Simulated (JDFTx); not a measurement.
Crystal: KF.

```xyz
2
Lattice="3.2590 0.0000 0.0000 0.0000 3.2590 0.0000 0.0000 0.0000 3.2590" Properties=species:S:1:pos:R:3 pbc="T T T"
K     0.0000    0.0000    0.0000
F     1.6295    1.6295    1.6295
```

The cell comes from a database or a generator and needn't be the stable form of this composition.

- Program: JDFTx 1.7.0 (patched build)
- Task: single point
- Functional: PBE
- Potentials or basis: PseudoDojo-SR-PBE-0.5-standard
- Cutoff: 1143 eV
- Density cutoff: 4572 eV
- k mesh: 8 × 8 × 8
- Occupations: fermi-dirac, width 0.05 eV
- Spin: no spin polarisation

On this cell: pressure -0.1 GPa; band gap on the k mesh 6.29 eV, indirect (least direct gap 6.34 eV).

The same run follows on a disturbed copy (atoms moved at random, drawn with an rms of 0.05 Å):

```
K F
1.0
     3.25895    0.00000    0.00000
     0.00000    3.25895    0.00000
     0.00000    0.00000    3.25895
K F
1 1
Direct
  0.99886 0.00911 0.98961
  0.50522 0.49190 0.48728
```

Q: What changes?

A: The energy moves by +0.9 meV/atom; pressure 0.0 GPa; band gap on the k mesh 6.29 eV, indirect (least direct gap 6.34 eV).

Caveats: the cores' own exchange energy is taken off the total, which shifts forces and pressure where cores overlap (some runs).

A k mesh can miss the band edges.
